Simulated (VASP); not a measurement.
# Lu (P6_3/mmc) in VASP: settings compared

Aim: see how the results for Lu move with the level of theory and the settings. Levels: PBE+D3, TPSS+D4, rSCAN+D4. Tasks: density of states, band structure.

All numbers are computed with VASP 6.6.1; they aren't measurements. Logs are shortened: lines on timing, memory, paths and dates and some standing lists are left out, and cuts for length are marked.

## 1. The crystal as given

It takes space group P6_3/mmc (No. 194, hexagonal). The conventional cell has a = 3.503 Å, b = 3.503 Å, c = 5.551 Å, α = 90.00°, β = 90.00°, γ = 120.00°. Around Lu (site symmetry -6m2) lie 12 Lu at 3.43 to 3.50 Å.

## 2. Density of states, PBE+D3 (volume scaled by 1.08)

run.py

```python
from ase.calculators.vasp import Vasp
from ase.dft.dos import DOS
from ase.io import read

atoms = read('POSCAR')
calc = Vasp(
    directory='calc',
    xc='lda',
    pp='PBE',
    setups='recommended',
    prec='Accurate',
    encut=520,
    ediff=1e-07,
    ismear=1,
    sigma=0.1,
    lreal=False,
    lasph=True,
    nelm=80,
    algo='Normal',
    isif=2,
    lwave=False,
    lcharg=False,
    ivdw=11,
    lorbit=10,
    kpts=[9, 9, 5],
    gamma=True,
    nbands=16,
)
atoms.calc = calc

print('energy (eV):', atoms.get_potential_energy())
print('free energy (eV):', atoms.get_potential_energy(force_consistent=True))
print('forces (eV/A):')
print(atoms.get_forces())
print('stress (eV/A^3, Voigt):', atoms.get_stress())
print('Fermi level (eV):', calc.get_fermi_level())
dos = DOS(calc, width=0.2, window=(-10, 10), npts=301)
print('E - E_F (eV), DOS (1/eV)')
for e, g in zip(dos.get_energies(), dos.get_dos()):
    print(f'{e:8.3f} {g:10.4f}')
```

POSCAR

```
Lu
1.0
    3.5941300433      0.0000000000      0.0000000000
   -1.7970650216      3.1126079220      0.0000000000
    0.0000000000      0.0000000000      5.6951432894
Lu
2
Direct
    0.6666666667      0.3333333333      0.7500000000
    0.3333333333      0.6666666667      0.2500000000
```

Potentials or basis: VASP PAW PBE potentials, release 64 (Lu_3), 4f in core.

On the command line:

```console
> python run.py
```

The program printed:

```text
<dir> UserWarning: XC is set to LDA, but PP is set to PBE.
 Please check that this is really what you intended!

  warnings.warn("XC is set to LDA, but PP is set to "
energy (eV): -9.428252709999999
free energy (eV): -9.42863869
forces (eV/A):
[[-0.  0.  0.]
 [ 0. -0.  0.]]
stress (eV/A^3, Voigt): [ 0.02783477  0.02783477  0.03289183 -0.          0.          0.        ]
Fermi level (eV): 2.43191169
E - E_F (eV), DOS (1/eV)
 -10.000     0.0000
  -9.933     0.0000
  -9.867     0.0000
  -9.800     0.0000
  -9.733     0.0000
  -9.667     0.0000
[... 293 lines left out ...]
   9.933     0.0000
  10.000     0.0000
```

OUTCAR:

```text
ENCUT = 520.000000
   EDIFF = 1.00e-07
   PREC = Accurate
   ISIF = 2
   ISMEAR = 1
   LORBIT = 10
   NELM = 80
   IVDW = 11
[... 689 lines left out ...]
    total drift:                               -0.000000      0.000000     -0.000000

  FREE ENERGIE OF THE ION-ELECTRON SYSTEM (eV)
  ---------------------------------------------------
  free  energy   TOTEN  =        -9.4286386933 eV

  energy  without entropy=       -9.4274807507  energy(sigma->0) =       -9.42825271

 total charge

# of ion       s       p       d       tot
------------------------------------------
    1        0.477   6.398   0.819   7.695
    2        0.477   6.398   0.819   7.695
--------------------------------------------------
tot          0.955  12.796   1.638  15.389
```

It took 84 s on 1 thread of AMD EPYC 7R43 (Zen 3), shared host; peak memory 0.15 GiB.

Results:

- Free energy: -9.4286 eV
- Pressure: -4.7 GPa
- Band gap on the k mesh: none (metal or under the smearing width)
- Valence electrons inside the program's atomic spheres: Lu 7.70
- Dispersion energy per atom: -0.287 eV

Stress tensor (GPa, compression positive):
```
-4.46  0.00  0.00
 0.00 -4.46  0.00
 0.00  0.00 -5.27
```

Levels at points of the mesh, in eV from the Fermi level:
| k point | band 7 | band 8 | band 9 | band 10 | band 11 | band 12 |
| --- | --- | --- | --- | --- | --- | --- |
| (0.00, 0.00, 0.00) | -5.82 | -2.32 | 0.36 | 2.13 | 2.13 | 2.39 |

States per cell in windows of 1 eV (zero at the Fermi level; states under -8 eV left out):
```csv
from (eV),total,Lu1_d,Lu2_d,Lu1_p,Lu2_p,Lu1_s,Lu2_s
-8.0,0.00,0.00,0.00,0.00,0.00,0.00,0.00
-7.0,0.00,0.00,0.00,0.00,0.00,0.00,0.00
-6.0,0.13,0.00,0.00,0.00,0.00,0.03,0.03
-5.0,0.34,0.00,0.00,0.02,0.02,0.07,0.07
-4.0,0.51,0.01,0.01,0.04,0.04,0.09,0.09
-3.0,1.03,0.07,0.07,0.07,0.07,0.14,0.14
-2.0,1.38,0.18,0.18,0.09,0.09,0.12,0.12
-1.0,2.58,0.54,0.54,0.23,0.23,0.03,0.03
0.0,2.19,0.50,0.50,0.22,0.22,0.01,0.01
1.0,3.46,0.99,0.99,0.22,0.22,0.03,0.03
2.0,2.66,0.92,0.92,0.08,0.08,0.01,0.01
3.0,1.54,0.58,0.58,0.03,0.03,0.00,0.00
4.0,2.44,0.90,0.90,0.06,0.06,0.04,0.04
5.0,1.72,0.61,0.61,0.08,0.08,0.04,0.04
6.0,0.02,0.01,0.01,0.00,0.00,0.00,0.00
```

Caveat: ASE's xc='lda' writes no GGA tag, so the PBE potentials set the functional and the run is PBE; pairwise dispersion overbinds metals, which lowers pressure and volume. The run has no spin-orbit coupling, so splittings on Lu are missing.

## 3. Band structure, TPSS+D4

INCAR

```
SYSTEM = Lu
ALGO = Normal
EDIFF = 1E-5
ENCUT = 520
ISIF = 2
ISMEAR = 1
IVDW = 13
LASPH = .True.
LCHARG = .False.
LMIXTAU = .True.
LREAL = .False.
LWAVE = .False.
METAGGA = TPSS
NBANDS = 16
NELM = 100
PREC = Accurate
SIGMA = 0.2
```

KPOINTS

```
k-points
0
Monkhorst
  9 9 5
  0 0 0
```

POSCAR

```
Lu
3.5031
    1.000000000000      0.000000000000      0.000000000000
   -0.500000000000      0.866025403785      0.000000000000
    0.000000000000      0.000000000000      1.584567954098
Lu
2
Direct
    0.6666666667      0.3333333333      0.7500000000
    0.3333333333      0.6666666667      0.2500000000
```

KPOINTS_OPT

```
path GMKGALHA,LM,KH
10
line-mode
reciprocal
 0.0000000000  0.0000000000  0.0000000000  G
 0.5000000000  0.0000000000  0.0000000000  M

 0.5000000000  0.0000000000  0.0000000000  M
 0.3333333333  0.3333333333  0.0000000000  K

 0.3333333333  0.3333333333  0.0000000000  K
 0.0000000000  0.0000000000  0.0000000000  G

 0.0000000000  0.0000000000  0.0000000000  G
 0.0000000000  0.0000000000  0.5000000000  A

 0.0000000000  0.0000000000  0.5000000000  A
 0.5000000000  0.0000000000  0.5000000000  L

 0.5000000000  0.0000000000  0.5000000000  L
 0.3333333333  0.3333333333  0.5000000000  H

 0.3333333333  0.3333333333  0.5000000000  H
 0.0000000000  0.0000000000  0.5000000000  A

 0.5000000000  0.0000000000  0.5000000000  L
 0.5000000000  0.0000000000  0.0000000000  M

 0.3333333333  0.3333333333  0.0000000000  K
 0.3333333333  0.3333333333  0.5000000000  H
```

Potentials or basis: VASP PAW PBE potentials, release 64 (Lu_3), 4f in core.

On the command line:

```console
> cat potpaw_PBE.64/Lu_3/POTCAR > POTCAR
> mpirun -np 1 vasp_std > vasp.out
```

OUTCAR:

```text
SYSTEM = Lu
   EDIFF = 1E-5
   ENCUT = 520
   ISIF = 2
   ISMEAR = 1
   IVDW = 13
   LASPH = .True.
   LREAL = .False.
   METAGGA = TPSS
   NELM = 100
   PREC = Accurate

 ion  position               nearest neighbor table
   1  0.667  0.333  0.750-   2 3.43   2 3.43   2 3.43   2 3.43   2 3.43   2 3.43
   2  0.333  0.667  0.250-   1 3.43   1 3.43   1 3.43   1 3.43   1 3.43   1 3.43

  LATTYP: Found a hexagonal cell.
 ALAT       =     3.5031000000
 C/A-ratio  =     1.5845679541

  Lattice vectors:
[... 649 lines left out ...]

  DFT-D4 for vdW energy calculation

  Edisp (eV):   -0.47602

  FORCE on cell =-STRESS in cart. coord.  units (eV):
  Direction    XX          YY          ZZ          XY          YZ          ZX
  --------------------------------------------------------------------------------------
  -------------------------------------------------------------------------------------
  Total      -0.78476    -0.78476    -1.17124     0.00000     0.00000     0.00000
  in kB     -21.31306   -21.31306   -31.80948     0.00000     0.00000     0.00000
  external pressure =      -24.81 kB  Pullay stress =        0.00 kB

 VOLUME and BASIS-vectors are now :
 -----------------------------------------------------------------------------
  energy-cutoff  :      520.00
  volume of cell :       58.99
      direct lattice vectors                 reciprocal lattice vectors
     3.503100000  0.000000000  0.000000000     0.285461448  0.164811244  0.000000000
    -1.751550000  3.033773592  0.000000000     0.000000000  0.329622488  0.000000000
     0.000000000  0.000000000  5.550900000     0.000000000  0.000000000  0.180150967

 POSITION                                       TOTAL-FORCE (eV/Angst)
 -----------------------------------------------------------------------------------
      1.75155      1.01126      4.16318         0.000000      0.000000      0.000000
     -0.00000      2.02252      1.38773        -0.000000      0.000000      0.000000
 -----------------------------------------------------------------------------------
    total drift:                               -0.000000      0.000000     -0.000000

  FREE ENERGIE OF THE ION-ELECTRON SYSTEM (eV)
  ---------------------------------------------------
  free  energy   TOTEN  =       -13.1349155329 eV

  energy  without entropy=      -13.1304991062  energy(sigma->0) =      -13.13344339
```

OSZICAR:

```text
N       E                     dE             d eps       ncg     rms          rms(c)
DAV:   1     0.722461448204E+02    0.72246E+02   -0.93708E+03  1552   0.149E+03
DAV:   2    -0.418978719488E+01   -0.76436E+02   -0.73684E+02  2024   0.657E+02
DAV:   3    -0.760061730876E+01   -0.34108E+01   -0.33325E+01  1792   0.966E+01
[... 32 lines left out ...]
DAV:  10    -0.102276526572E+05   -0.28756E-05     1328
       N       E                     dE             ncg
DAV:   1     0.569310754392E+04   -0.16077E+05     1032
DAV:   2     0.478020711381E+04   -0.91290E+03     1032
DAV:   3     0.475312122748E+04   -0.27086E+02      728
DAV:   4     0.475220119465E+04   -0.92003E+00     1040
DAV:   5     0.475217608438E+04   -0.25110E-01      736
DAV:   6     0.475217438446E+04   -0.16999E-02     1032
DAV:   7     0.475217431327E+04   -0.71187E-04      536
DAV:   8     0.475217430893E+04   -0.43468E-05      736
```

It took 3.9 min on 1 thread of AMD EPYC 9R45 (Zen 5), shared host; peak memory 0.17 GiB.

What came out:

```
Free energy                : -13.1349 eV
Pressure                   : -2.5 GPa
Band gap along the path    : none (metal or under the smearing width)
Dispersion energy per atom : -0.238 eV
```

Stress tensor (GPa, compression positive):
```
-2.13  0.00  0.00
 0.00 -2.13  0.00
 0.00  0.00 -3.18
```

Levels at the corners of the path, in eV from the Fermi level:
| point | band 5 | band 6 | band 7 | band 8 | band 9 | band 10 | band 11 | band 12 |
| --- | --- | --- | --- | --- | --- | --- | --- | --- |
| Γ | -26.77 | -26.75 | -5.99 | -2.41 | 0.50 | 2.26 | 2.26 | 2.54 |
| M | -26.88 | -26.82 | -2.31 | -1.38 | -0.84 | -0.33 | 1.54 | 1.98 |
| M | -26.88 | -26.82 | -2.31 | -1.38 | -0.84 | -0.33 | 1.54 | 1.98 |
| K | -26.95 | -26.95 | -0.94 | -0.94 | -0.63 | -0.63 | 1.28 | 1.28 |
| K | -26.95 | -26.95 | -0.94 | -0.94 | -0.63 | -0.63 | 1.28 | 1.28 |
| Γ | -26.77 | -26.75 | -5.99 | -2.41 | 0.50 | 2.26 | 2.26 | 2.54 |
| Γ | -26.77 | -26.75 | -5.99 | -2.41 | 0.50 | 2.26 | 2.26 | 2.54 |
| A | -26.81 | -26.81 | -4.38 | -4.38 | 1.15 | 1.15 | 2.20 | 2.20 |
| A | -26.81 | -26.81 | -4.38 | -4.38 | 1.15 | 1.15 | 2.20 | 2.20 |
| L | -26.88 | -26.88 | -2.07 | -2.07 | 0.08 | 0.08 | 1.32 | 1.32 |
| L | -26.88 | -26.88 | -2.07 | -2.07 | 0.08 | 0.08 | 1.32 | 1.32 |
| H | -26.84 | -26.84 | -0.57 | -0.57 | -0.47 | -0.47 | 0.35 | 0.35 |
| H | -26.84 | -26.84 | -0.57 | -0.57 | -0.47 | -0.47 | 0.35 | 0.35 |
| A | -26.81 | -26.81 | -4.38 | -4.38 | 1.15 | 1.15 | 2.20 | 2.20 |
| L | -26.88 | -26.88 | -2.07 | -2.07 | 0.08 | 0.08 | 1.32 | 1.32 |
| M | -26.88 | -26.82 | -2.31 | -1.38 | -0.84 | -0.33 | 1.54 | 1.98 |
| K | -26.95 | -26.95 | -0.94 | -0.94 | -0.63 | -0.63 | 1.28 | 1.28 |
| H | -26.84 | -26.84 | -0.57 | -0.57 | -0.47 | -0.47 | 0.35 | 0.35 |

Caveat: the PAW data sets were made with another functional, which shifts forces and pressure a little; spin-orbit coupling is left out, which moves the levels of the heavy elements; pairwise dispersion overbinds metals, which lowers pressure and volume.

## 4. Density of states, rSCAN+D4, spin-orbit coupling, no magnetisation

INCAR

```
ALGO = Normal ; EDIFF = 1E-6
ENCUT = 350 ; GGA_COMPAT = False
ISIF = 2 ; ISMEAR = -5
IVDW = 13 ; LASPH = True
LCHARG = False ; LMIXTAU = True
LNONCOLLINEAR = True ; LORBIT = 11
LREAL = False ; LSORBIT = True
LWAVE = False ; MAGMOM = 0 0 0 0 0 0
METAGGA = RSCAN ; NBANDS = 30
NEDOS = 1001 ; NELM = 60
PREC = Accurate ; SIGMA = 0.05
VDW_A1 = 0.49116966 ; VDW_A2 = 5.75859346
VDW_S6 = 1.0 ; VDW_S8 = 0.87728975
```

KPOINTS

```
k-points
0
Gamma
  7 7 4
```

POSCAR

```
Lu
1.0
    3.5031000000      0.0000000000      0.0000000000
   -1.7515500000      3.0337735920      0.0000000000
    0.0000000000      0.0000000000      5.5509000000
Lu
2
Direct
    0.6666666667      0.3333333333      0.7500000000
    0.3333333333      0.6666666667      0.2500000000
```

On the command line:

```console
> cat potpaw_PBE.64/Lu_3/POTCAR > POTCAR
> mpirun -np 1 vasp_ncl > vasp.out
```

Wall time 5.1 min (1 thread of AMD EPYC 9R45 (Zen 5), shared host); peak memory 0.26 GiB.

These settings aren't checked as converged (typed here: ALGO = Normal; ENCUT = 350): the numbers below hold their error.

What came out:

```
Free energy                                           : -145.4748 eV
Pressure                                              : -1.1 GPa
Valence electrons inside the program's atomic spheres : Lu 7.86
Dispersion energy per atom                            : -0.074 eV
```

Caveat: the PAW data sets were made with another functional, which shifts forces and pressure a little.
